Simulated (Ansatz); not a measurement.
## Cs3Cl2: competing structures

Method: DFT PBE, scalar-relativistic, plane waves, PAW (Ansatz 0.2.0). All cells share a 420 eV cutoff and Γ-centred k meshes spaced at most about 0.3 Å⁻¹ (about 0.25 or finer for metals, 2π included). No spin polarisation.

Formation energies are uncorrected and refer to the elements' standard structures at the same level (Cl₂ as a molecule).

All energies are static (0 K, no zero-point motion). Larger cells and other orderings weren't all tried, so the list isn't exhaustive. In R-3m, P-62m, P-3m1, Pm-3m an odd number of electrons in the primitive cell allows no gap without spin; a larger cell or a magnetic state could open one. A magnetic state wasn't ruled out in cells without spin, among them R-3m, P-62m, P-3m1, Pm-3m.

Invented guesses were relaxed alike, and ends that match in structure were merged. ΔE counts from the first row. Coordination counts Cl atoms around Cs (those within 1.25 times the shortest such distance or 1.15 times the sum of covalent radii; a slash parts the counts of unlike sites). The ends were matched against large subsets of the Crystallography Open Database and the Materials Project, so a missing match doesn't prove that a structure is unreported.

```
#                                 reached from              type and space group  atoms  Å³/atom  coordination  ΔE (meV/atom)  gap on mesh (eV)  in databases
1                 anti-tetradymite type (R-3m)  anti-tetradymite, R-3m (No. 166)      5     57.4        Cs 3/6              0              0.00      no match
2  anti-La2O3 type (P321), changed on relaxing                   P-62m (No. 189)      5     59.2          Cs 4             42              0.00      no match
3                          Ga3Ni2 type (P-3m1)                   P-3m1 (No. 164)      5     47.1        Cs 5/6            109              0.00      no match
4                                  random cell                   Pm-3m (No. 221)      5     62.6          Cs 2            279              0.00      no match
```

The lowest: Space group R-3m (No. 166), trigonal, a = 5.060 Å, c = 38.820 Å. Around Cs on a site of symmetry -3m lie 6 Cl at 3.56 Å; Cs on a site of symmetry 3m is surrounded by 3 Cl at 3.56 Å; Cl has 6 Cs at 3.56 Å. Its energy over the elements is −1.58 eV/atom. A negative formation energy is needed for stability but isn't enough: competing phases decide. An observed structure of this formula, if there is one, may be missing.

```xyz
5
Lattice="2.5301 1.4607 12.9399 -2.5301 1.4607 12.9399 0.0000 -2.9215 12.9399" Properties=species:S:1:pos:R:3 pbc="T T T"
Cs    0.0000    0.0000    0.0000
Cs    0.0000    0.0000    8.8702
Cs    0.0000    0.0000   29.9494
Cl    0.0000    0.0000   14.9759
Cl    0.0000    0.0000   23.8438
```

The second: Space group P-62m (No. 189), hexagonal, a = 8.722 Å, c = 4.490 Å. Cs is surrounded by 4 Cl at 3.54 Å; around Cl lie 6 Cs at 3.54 Å. Counting Cl atoms around Cs, the first has Cs 3/6 and the second has Cs 4. Cells relaxed within their symmetry can be saddle points.

Space group P-62m (No. 189). a = 8.722 Å, b = 8.722 Å, c = 4.490 Å, α = 90.00°, β = 90.00°, γ = 120.00°
```tsv
atom	site	symmetry	x	y	z
Cs	3g	m2m	0.3766	0.3766	0.5000
Cl	2c	-6..	0.3333	0.6667	0.0000
```

Some types were kept out of the candidates beforehand, so the set may lack a known form.
